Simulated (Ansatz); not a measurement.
Runs of Ansatz 0.2.0 on HgTe (Coloradoite). The structure is cubic, space group F-43m (No. 216). Conventional cell: a = 6.429 Å, b = 6.429 Å, c = 6.429 Å, α = 90.00°, β = 90.00°, γ = 90.00°. Hg (site symmetry -43m) is surrounded by 4 Te at 2.78 Å. Te (site symmetry -43m) is surrounded by 4 Hg at 2.78 Å. 

```csv
task,level,spin,cell,k mesh,cutoff (eV),smearing,atoms under strain,points for each segment of the path,gap on the mesh (eV),pressure (GPa),relaxed volume (Å³/atom)
elastic constants,LDA,off,as given,5 × 5 × 5,420,fermi-dirac 0.05 eV,relaxed,-,none,0.3,-
single point,PBE,off,as given,7 × 7 × 7,420,gaussian 0.02 eV,-,-,none,4.6,-
single point,PBE,off,as given,7 × 7 × 7,420,gaussian 0.05 eV,-,-,none,4.6,-
single point,PBE,off,as given,7 × 7 × 7,420,gaussian 0.023 eV,-,-,none,4.6,-
relaxation of cell and atoms,revPBE+D4,off,relaxed,7 × 7 × 7,420,fermi-dirac 0.05 eV,-,-,none,0.0,(a)
relaxation of cell and atoms,RPBE,off,relaxed,7 × 7 × 7,420,fermi-dirac 0.05 eV,-,-,-,0.0,(b)
single point,PBE,off,as given,7 × 7 × 7,420,gaussian 0.013 eV,-,-,none,4.6,-
single point,PBE,off,as given,7 × 7 × 7,420,gaussian 0.015 eV,-,-,none,4.6,-
band structure,RPBE,off,as given,7 × 7 × 7,420,fermi-dirac 0.05 eV,-,14,none,6.3,-
band structure,r2SCAN,"SOC, no magnetisation",as given,5 × 5 × 5,500,fermi-dirac 0.05 eV,-,14,none,2.8,-
single point,PBE,off,as given,7 × 7 × 7,420,gaussian 0.016 eV,-,-,none,4.6,-
single point,PBE,off,as given,7 × 7 × 7,420,gaussian 0.024 eV,-,-,none,4.6,-
```

Alike in all rows: potentials or basis Ansatz PAW.

Fill in the values left out.

(a) 34.96; (b) 38.59.

Caveats: the PAW data sets come from PBE, with cores solved anew for the run's functional, which leaves a small shift of forces and pressure (some runs); the plane-wave basis is chosen anew once the cell has moved, so the energies of steps on either side of that aren't comparable (some runs); elastic constants of metals need much finer meshes, so these are rough (some runs); pairwise dispersion overbinds metals, which lowers pressure and volume (some runs); the volume moved by over 15 % at a fixed basis, so the end points are rough (some runs); the volume moved by +16 % from the deposited cell, more than functionals usually miss (some runs); spin-orbit coupling is left out, which moves the levels of the heavy elements (some runs).

A k mesh can miss the band edges, and rows without SOC leave out spin-orbit coupling on Hg, Te.

A gap of «none» marks a metal or a gap under the smearing width.
